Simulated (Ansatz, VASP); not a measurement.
## GaSb in VASP and in Ansatz

The input INCAR:

```
SYSTEM = GaSb
ALGO = Normal
EDIFF = 1E-6
EDIFFG = -0.005
ENCUT = 600
GGA = CA
IBRION = 2
ISIF = 3
ISMEAR = 0
LASPH = .True.
LCHARG = .False.
LREAL = .False.
LWAVE = .False.
NELM = 80
NSW = 100
PREC = Accurate
SIGMA = 0.1
```

File KPOINTS:

```
k-points
0
Gamma
  12 12 12
  0 0 0
```

POSCAR

```
GaSb
1.0
    0.0000000000      3.0686043200      3.0686043200
    3.0686043200      0.0000000000      3.0686043200
    3.0686043200      3.0686043200      0.0000000000
Ga Sb
1 1
Direct
    0.0000000000      0.0000000000      0.0000000000
    0.2500000000      0.2500000000      0.2500000000
```

Input for Ansatz:

```yaml
crystal:
  lattice:
    - [0.0, 3.06860432, 3.06860432]
    - [3.06860432, 0.0, 3.06860432]
    - [3.06860432, 3.06860432, 0.0]
  atoms:
    - { symbol: Ga, position: [0.0, 0.0, 0.0] }
    - { symbol: Sb, position: [0.25, 0.25, 0.25] }
basis:
  ecutwfc: 420
kpoints:
  mp_grid: { grid: [12, 12, 12] }
hamiltonian:
  xc: lda
scf:
  occupations: { method: gaussian, width: 0.1 }
output:
  forces: true
  stress: true
  eigenvalues: true
  write_density: true
  write_potential: true
  elf: true
  volumetric_format: npy
relax:
  adjacent_minimum: "off"
  f_tol: 0.005
  max_steps: 80
  cell: { stress_tol: 0.05 }
```

The cell is a database's computed one.

Alike in both runs: task relaxation of cell and atoms; functional LDA; k mesh 12 × 12 × 12; occupations gaussian, width 0.1 eV; no spin polarisation.

|  | VASP | Ansatz |
| --- | --- | --- |
| version | VASP 6.6.1 | Ansatz 0.2.0 |
| potentials or method | VASP PAW LDA potentials, release 64 (Ga_d, Sb) | scalar-relativistic, plane waves, PAW |
| plane-wave cutoff (eV) | 600 | 420 |
| valence electrons in the cell | 18 | 28 |

```csv
,VASP,Ansatz,Ansatz less VASP
relaxed volume (Å³/atom),27.76,27.66,-0.097
relaxed cell length with the largest relative difference (Å),4.282,4.277,-0.0050
energy change over the relaxation (meV/atom),-7,-9,-1.3
```

The two sets of potentials don't hold the same shells in valence.

Caveats: spin-orbit coupling is left out, which moves the levels of the heavy elements.
